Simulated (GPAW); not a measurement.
Runs of GPAW 26.7.0 on Cl. The structure is orthorhombic, space group Cmce (No. 64). Conventional cell: a = 6.290 Å, b = 4.500 Å, c = 8.210 Å, α = 90.00°, β = 90.00°, γ = 90.00°. Cl (site symmetry m) is surrounded by 1 Cl at 2.02 Å. 

| task | level | potentials or basis | cell | k mesh | cutoff (eV) | smearing | optimizer | fmax | max steps | convergence | response ecut | gap on the mesh (eV) | pressure (GPa) | relaxed volume (Å³/atom) | largest force (eV/Å) |
| --- | --- | --- | --- | --- | --- | --- | --- | --- | --- | --- | --- | --- | --- | --- | --- |
| relaxation of cell and atoms | PBEsol+D4 | PAW data sets generated in the run's folder for this functional, pw | relaxed | 5 × 5 × 3 | 600 | fermi-dirac 0.05 eV | BFGS | 0.02 eV/Å | 60 | density=1e-05 forces=0.0001 | - | 2.01 | 0.0 | 24.16 | - |
| relaxation of cell and atoms | PBEsol+D3 | PAW data sets generated in the run's folder for this functional, pw | relaxed | 5 × 5 × 3 | 600 | fermi-dirac 0.05 eV | BFGS | 0.02 eV/Å | 60 | density=1e-05 forces=0.0001 | - | 2.00 | 0.0 | 23.60 | - |
| dielectric tensor | LDA | the program's PAW data sets (release 1.2.1) made for this functional, pw | Cmce, 28.47 Å³/atom | 6 × 6 × 3 | 400 | fermi-dirac 0.001 eV | - | - | - | - | 80 eV | 2.40 | - | - | - |
| relaxation of cell and atoms | PBEsol | PAW data sets generated in the run's folder for this functional, pw | relaxed | 5 × 5 × 3 | 600 | fermi-dirac 0.05 eV | BFGS | 0.02 eV/Å | 60 | density=1e-05 forces=0.0001 | - | 1.99 | 0.0 | 26.20 | - |
| dielectric tensor | LDA | the program's PAW data sets (release 1.2.1) made for this functional, pw | Cmce, 27.89 Å³/atom | 6 × 6 × 3 | 400 | fermi-dirac 0.001 eV | - | - | - | - | 80 eV | 2.48 | - | - | - |
| dielectric tensor | LDA | the program's PAW data sets (release 1.2.1) made for this functional, pw | Cmce, 30.79 Å³/atom | 6 × 6 × 3 | 400 | fermi-dirac 0.001 eV | - | - | - | - | 80 eV | 2.13 | - | - | - |
| dielectric tensor | LDA | the program's PAW data sets (release 1.2.1) made for this functional, pw | Cmce, 29.05 Å³/atom | 6 × 6 × 3 | 400 | fermi-dirac 0.001 eV | - | - | - | - | 80 eV | 2.33 | - | - | - |
| dielectric tensor | LDA | the program's PAW data sets (release 1.2.1) made for this functional, pw | Cmce, 27.31 Å³/atom | 6 × 6 × 3 | 400 | fermi-dirac 0.001 eV | - | - | - | - | 80 eV | (a) | - | - | - |
| relaxation of cell and atoms | PBEsol+D3(BJ) | PAW data sets generated in the run's folder for this functional, pw | relaxed | 5 × 5 × 3 | 600 | fermi-dirac 0.05 eV | BFGS | 0.02 eV/Å | 60 | density=1e-05 forces=0.0001 | - | 2.01 | 0.0 | 23.63 | 0.02 |
| dielectric tensor | LDA | the program's PAW data sets (release 1.2.1) made for this functional, pw | Cmce, 29.63 Å³/atom | 6 × 6 × 3 | 400 | fermi-dirac 0.001 eV | - | - | - | - | 80 eV | 2.26 | - | - | - |
| dielectric tensor | LDA | the program's PAW data sets (release 1.2.1) made for this functional, pw | Cmce, 30.21 Å³/atom | 6 × 6 × 3 | 400 | fermi-dirac 0.001 eV | - | - | - | - | 80 eV | (b) | - | - | - |
| relaxation of cell and atoms | PBEsol+D3(BJ)+ATM | PAW data sets generated in the run's folder for this functional, pw | relaxed | 5 × 5 × 3 | 600 | fermi-dirac 0.05 eV | BFGS | 0.02 eV/Å | 60 | density=1e-05 forces=0.0001 | - | 1.95 | 0.0 | 23.72 | 0.01 |

Alike in all rows: no spin polarisation.

**Question.** Estimate the missing entries.

**Answer.** (a) 2.56; (b) 2.19.

Caveats: an odd mesh through Γ misses points on the zone boundary, where band edges often lie; the long-wavelength limit can be off by a per cent or two (some runs); later steps reuse the first step's grids (some runs); the volume moved by over 15 % at a fixed basis, so the end points are rough (some runs).
